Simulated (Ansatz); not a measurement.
The system is Be2C.

```
C Be
1.0
     0.00000    2.16500    2.16500
     2.16500    0.00000    2.16500
     2.16500    2.16500    0.00000
C Be
1 2
Direct
  0.00000 0.00000 0.00000
  0.75000 0.75000 0.75000
  0.25000 0.25000 0.25000
```

* Program: Ansatz 0.2.0
* Task: single point
* Functional: PBE
* Potentials or basis: all-electron LAPW, scalar-relativistic
* Cutoff: 287 eV (chosen from the basis error)
* Basis error allowed: 0.001 eV/atom
* k mesh: 11 × 11 × 11
* Occupations: fermi-dirac, width 0.05 eV
* Spin: no spin polarisation

On this cell: pressure -0.3 GPa; largest force zero by symmetry; band gap on the k mesh 1.26 eV, indirect (least direct gap 4.13 eV).

The same run follows on a disturbed copy (atoms moved at random, drawn with an rms of 0.05 Å):

```
CELL_PARAMETERS angstrom
0.00000 2.16500 2.16500
2.16500 0.00000 2.16500
2.16500 2.16500 0.00000
ATOMIC_POSITIONS crystal
C 0.99721 0.00135 0.01329
Be 0.74777 0.75992 0.75858
Be 0.25366 0.25076 0.25314
```

Task: What does the disturbed cell give?

Result: The energy moves by +2.1 meV/atom; pressure -0.2 GPa; largest force 0.293 eV/Å; band gap on the k mesh 1.17 eV, indirect (least direct gap 4.03 eV).

Forces in eV/Å, atoms in the order of the input:
```
C   -0.081 -0.079  0.166
Be  -0.209  0.049 -0.141
Be   0.290  0.030 -0.025
```

Stress tensor (GPa, compression positive):
```
-0.08 -0.09 -0.03
-0.09 -0.28 -0.53
-0.03 -0.53 -0.27
```

Caveats: an odd mesh through Γ misses points on the zone boundary, where band edges often lie.
